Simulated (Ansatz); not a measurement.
Input of an Ansatz 0.2.0 run:

The input input.yaml:

```yaml
crystal:
  lattice:
    - [0.0, 2.5450727058, 2.5450727058]
    - [2.5450727058, 0.0, 2.5450727058]
    - [2.5450727058, 2.5450727058, 0.0]
  atoms:
    - { symbol: Zr, position: [0.0, 0.0, 0.0] }
    - { symbol: O, position: [0.75, 0.75, 0.75] }
    - { symbol: O, position: [0.25, 0.25, 0.25] }
hamiltonian:
  xc: pbe
  pseudopotentials: { kind: paw }
kpoints:
  mp_grid: { grid: [9, 9, 9] }
scf:
  occupations: { method: gaussian, width: 0.027 }
output:
  forces: true
  stress: true
  eigenvalues: true
```

Potentials or basis: Ansatz PAW.

Launch:

```console
$ ansatz run input.yaml --threads 2 --pin off --max-ram 5632MiB --backend cpu --events-out ev --progress --plain --runs-dir out
```

Problem. Predict the pressure.

Solution. 3.7 GPa.

Problem. Estimate the band gap on the k mesh.

Solution. 3.41 eV, indirect (least direct gap 3.89 eV).

Caveat: odd divisions of the mesh miss points on the zone boundary, where band edges often lie, so the gap on the mesh can be too wide; the pressure holds a Pulay correction of +0.7 GPa for the finite cutoff. As with any semilocal functional, this PBE gap is likely too small.
